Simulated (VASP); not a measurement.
## A VASP 6.6.1 single-point calculation on AlN

INCAR

```
LWAVE = .FALSE.
LCHARG = .FALSE.
ISIF = 2
NELM = 120
NSW = 0
EDIFF = 1E-7
NBANDS = 16
IBRION = -1
ISMEAR = -1
ENCUT = 520
LASPH = .TRUE.
SIGMA = 0.02
LREAL = .FALSE.
METAGGA = RSCAN
NELECT = 15.98
PREC = Accurate
```

KPOINTS

```
KPOINTS created by Atomic Simulation Environment
0
Gamma
12 12 6
0 0 0
```

POSCAR

```
Al N
 1.0000000000000000
     3.1066937601931870    0.0000000000000000    0.0000000000000000
    -1.5533468800965935    2.6904757181059007    0.0000000000000000
     0.0000000000000000    0.0000000000000000    4.7794478898000001
 Al  N
   2   2
Cartesian
  0.0000000000000001  1.7936504787372674 -0.0378243971323606
  1.5533468800965939  0.8968252393686337  2.3518995477676388
  0.0000000000000001  1.7936504787372674  1.8301173558073607
  1.5533468800965939  0.8968252393686337  4.2198413007073610
```

The recommended PBE PAW datasets give the neutral cell 16 valence electrons.

Command

```
mpirun -np 1 vasp_std
```

Q: Predict the outcome of this run.

A: It converged. Results: pressure 6.4 GPa; largest force 0.03 eV/Å.

OSZICAR

```
N       E                     dE             d eps       ncg     rms          rms(c)
DAV:   1     0.263387524286E+02    0.26339E+02   -0.71758E+03  2448   0.865E+02
DAV:   2    -0.480201377420E+02   -0.74359E+02   -0.68343E+02  3400   0.196E+02
DAV:   3    -0.514837132733E+02   -0.34636E+01   -0.34524E+01  3016   0.433E+01
DAV:   4    -0.515051464492E+02   -0.21433E-01   -0.21432E-01  3000   0.382E+00
DAV:   5    -0.515054378062E+02   -0.29136E-03   -0.29136E-03  3056   0.451E-01    0.127E+01
DAV:   6    -0.425998150813E+02    0.89056E+01   -0.80541E+00  2816   0.206E+01    0.521E+00
DAV:   7    -0.427862959485E+02   -0.18648E+00   -0.12820E+00  3016   0.753E+00    0.332E+00
DAV:   8    -0.428578207348E+02   -0.71525E-01   -0.72111E-02  2504   0.271E+00    0.772E-01
DAV:   9    -0.428466039298E+02    0.11217E-01   -0.31085E-02  3088   0.139E+00    0.158E-01
DAV:  10    -0.428473173248E+02   -0.71339E-03   -0.24616E-03  2824   0.349E-01    0.159E-01
DAV:  11    -0.428471651128E+02    0.15221E-03   -0.42282E-04  2800   0.173E-01    0.200E-02
DAV:  12    -0.428471616474E+02    0.34653E-05   -0.32910E-05  2984   0.430E-02    0.375E-03
DAV:  13    -0.428471594189E+02    0.22285E-05   -0.10176E-06  2888   0.843E-03    0.234E-03
DAV:  14    -0.428471590702E+02    0.34866E-06   -0.76627E-08  1728   0.240E-03    0.122E-03
DAV:  15    -0.428471591660E+02   -0.95742E-07   -0.25903E-08  1424   0.125E-03
   1 F= -.42847159E+02 E0= -.42847060E+02  d E =-.197638E-03
```

The cell is charged and sits in a uniform background.

For comparison, a separate PBE run of the intended cell, on usual settings and not on those above, gives a gap of 4.35 eV on its mesh and a pressure of 12.9 GPa.
